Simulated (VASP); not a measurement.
Write the native input for VASP 6.6.1 that does the following.

* Task: relaxation of cell and atoms
* Functional: PBE
* Potentials or basis: VASP PAW PBE potentials, release 64 (Mo_sv, S)
* Cutoff: 600 eV
* k mesh: 12 × 12 × 3
* Occupations: gaussian, width 0.03 eV
* Spin: no spin polarisation
* Further INCAR settings: ALGO = Normal; EDIFF = 1e-07; IBRION = 2; EDIFFG = -0.005; NSW = 90; ISIF = 3

The structure of MoS2 lies in POSCAR:

```
MoS2                                    
1.0
    3.1851575891      0.0000000000     -0.0000000000
   -1.5925787946      2.7584273826      0.0000000000
    0.0000000000      0.0000000000     14.5451751347
  Mo              S             
     2     4
Direct
     0.3333333300000021    0.6666666699999979    0.2500000000000000
     0.6666666699999979    0.3333333300000021    0.7500000000000000
     0.3333333300000021    0.6666666699999979    0.6426226701711336
     0.6666666699999979    0.3333333300000021    0.1426226701711336
     0.3333333300000021    0.6666666699999979    0.8573773298288664
     0.6666666699999979    0.3333333300000021    0.3573773298288663
```

These files were run (other wordings do the same):

INCAR

```
PREC = Accurate ; ENCUT = 600
EDIFF = 1E-7 ; ISMEAR = 0
SIGMA = 0.03 ; LREAL = False
LASPH = True ; NELM = 80
ALGO = Normal ; ISIF = 3
LWAVE = False ; LCHARG = False
GGA = PE ; IBRION = 2
NSW = 90 ; EDIFFG = -0.005
KPAR = 2
```

KPOINTS

```
regular mesh
0
Gamma
  12 12 3
```

Potentials or basis: VASP PAW PBE potentials, release 64 (Mo_sv, S).

Command:

```sh
$ cat potpaw_PBE.64/Mo_sv/POTCAR potpaw_PBE.64/S/POTCAR > POTCAR
$ mpirun -np 2 vasp_std > vasp.out
```

It gave:

- Relaxed volume: 21.29 Å³/atom
- Relaxed cell: a = 3.185 Å, b = 3.185 Å, c = 14.545 Å, α = 90.00°, β = 90.00°, γ = 120.00°
- Space group after relaxing (to 0.05 Å): P6_3/mmc (No. 194)
- Energy gained by relaxing: 0.0 meV/atom
- Ionic steps: 5
- Pressure after relaxing: 0.0 GPa
- Band gap on the k mesh: 1.43 eV, indirect (least direct gap 1.66 eV)

Caveat: an odd mesh through Γ misses points on the zone boundary, where band edges often lie; this functional lacks dispersion, which binds the layers, so the pressure and a relaxed spacing across them are unreliable.

It took 4.3 min on 2 MPI ranks on Intel(R) Xeon(R) Platinum 8488C (Sapphire Rapids), on a shared host, peak memory 0.39 GiB a rank.
